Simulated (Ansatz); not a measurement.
# Zr2S: the cost of one run

Program: Ansatz 0.2.0. Level of theory: DFT PBE, scalar-relativistic, plane waves, PAW. These are calculated values, not measurements.

### Step 1. The system as given

Symmetry: Pn-3m, No. 224, cubic system. The conventional cell has a = 5.090 Å, b = 5.090 Å, c = 5.090 Å, α = 90.00°, β = 90.00°, γ = 90.00°. Around Zr (site symmetry -3m) lie 2 S at 2.20 Å. S (site symmetry -43m) is surrounded by 4 Zr at 2.20 Å.

As a file:

```xyz
6
Lattice="5.0902 0.0000 0.0000 0.0000 5.0902 0.0000 0.0000 0.0000 5.0902" Properties=species:S:1:pos:R:3 pbc="T T T"
Zr    1.2726    1.2726    3.8177
Zr    3.8177    1.2726    1.2726
Zr    1.2726    3.8177    1.2726
Zr    3.8177    3.8177    3.8177
S     0.0000    0.0000    0.0000
S     2.5451    2.5451    2.5451
```

A structure generator made this guess: species swapped into a database cell of Au2S (Pn-3m, No. 224), with Zr on the Au sites. Its size is a rough estimate.

### Step 2. Probe: one point on a coarse mesh

Input file input.yaml:

```yaml
crystal:
  lattice:
    - [5.0902093, 0.0, 0.0]
    - [0.0, 5.0902093, 0.0]
    - [0.0, 0.0, 5.0902093]
  atoms:
    - { symbol: Zr, position: [0.25, 0.25, 0.75] }
    - { symbol: Zr, position: [0.75, 0.25, 0.25] }
    - { symbol: Zr, position: [0.25, 0.75, 0.25] }
    - { symbol: Zr, position: [0.75, 0.75, 0.75] }
    - { symbol: S, position: [0.0, 0.0, 0.0] }
    - { symbol: S, position: [0.5, 0.5, 0.5] }
basis:
  ecutwfc: 420
kpoints:
  mp_grid: { grid: [4, 4, 4] }
hamiltonian:
  xc: pbe
scf:
  occupations: { method: gaussian, width: 0.1 }
  lower_state_search: "off"
output:
  forces: true
  stress: true
  eigenvalues: true
```

Started as:

```bash
$ ansatz run input.yaml --threads 1 --pin off --max-ram 2560MiB --backend cpu --events-out ev --progress --plain --runs-dir out
```

What time and memory should one allow on 1 thread of Arm Neoverse V2, shared host?

About 3.4 s, with a peak of 0.36 GiB.
